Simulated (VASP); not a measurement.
# Te: self-consistent run, by functional and exact exchange

Te, C2/m (no. 12), 3 atoms in the cell.

| Functional | Exact exchange | Pressure (GPa) | Gap on the mesh (eV) | Time (s) |
|---|---|---|---|---|
| B97 | 0.1943 | 0.51 | 0.000 | 685 |
| hAPBE | 0.2 | -1.25 | 0.000 | 577 |
| B3LYP | 0.2 | 2.16 | 0.000 | 578 |
| B97-1 | 0.21 | 0.33 | 0.000 | 538 |
| X3LYP | 0.218 | 1.94 | 0.000 | 506 |
| mPW1PW | 0.25 | -1.82 | 0.000 | 606 |
| PBEsol0 | 0.25 | -3.64 | 0.000 | 469 |
| BHandHLYP | 0.5 | -0.67 | 0.000 | 795 |

## Input of the first row

INCAR.step1:
```
SYSTEM = Te
PREC = Accurate
ENCUT = 450
EDIFF = 1E-5
ISMEAR = 0
SIGMA = 0.02
LREAL = .False.
LASPH = .True.
ALGO = Normal
NELM = 100
ISIF = 2
LWAVE = .True.
LCHARG = .False.
GGA = PE
```

INCAR.step2:
```
SYSTEM = Te
PREC = Accurate
ENCUT = 450
EDIFF = 1E-6
ISMEAR = 0
SIGMA = 0.02
LREAL = .False.
LASPH = .True.
ALGO = Normal
NELM = 100
ISIF = 2
LWAVE = .False.
LCHARG = .False.
ISTART = 1
LHFCALC = .True.
AEXX = 0.1943
PRECFOCK = Fast
GGA = LIBXC
LIBXC1 = HYB_GGA_XC_B97
```

KPOINTS:
```
k-points
0
Gamma
  4 4 4
```

POSCAR:
```
Te
1.0
    3.8202894285     -2.1482026000      0.0000000000
    3.8202894285      2.1482026000      0.0000000000
   -0.0942908673      0.0000000000      5.9760906531
Te
3
Direct
    0.0000000000      0.0000000000      0.0000000000
    0.3094466100      0.3094466100      0.3388094900
    0.6905533900      0.6905533900      0.6611905100
```

Commands (each step's output is kept before the next begins):
```
cat potpaw_PBE.64/Te/POTCAR > POTCAR
cp INCAR.step1 INCAR
mpirun -np 1 vasp_std > vasp.out
cp INCAR.step2 INCAR
mpirun -np 1 vasp_std > vasp.out
```

Changes of the last row against the first:
```
(step 2)
- AEXX = 0.1943
- LIBXC1 = HYB_GGA_XC_B97
+ AEXX = 0.5
+ LIBXC1 = HYB_GGA_XC_BHANDHLYP
```

VASP 6.6.1 took 685 s on 1 core (Intel Xeon Platinum 8488C (Sapphire Rapids)), a shared host.
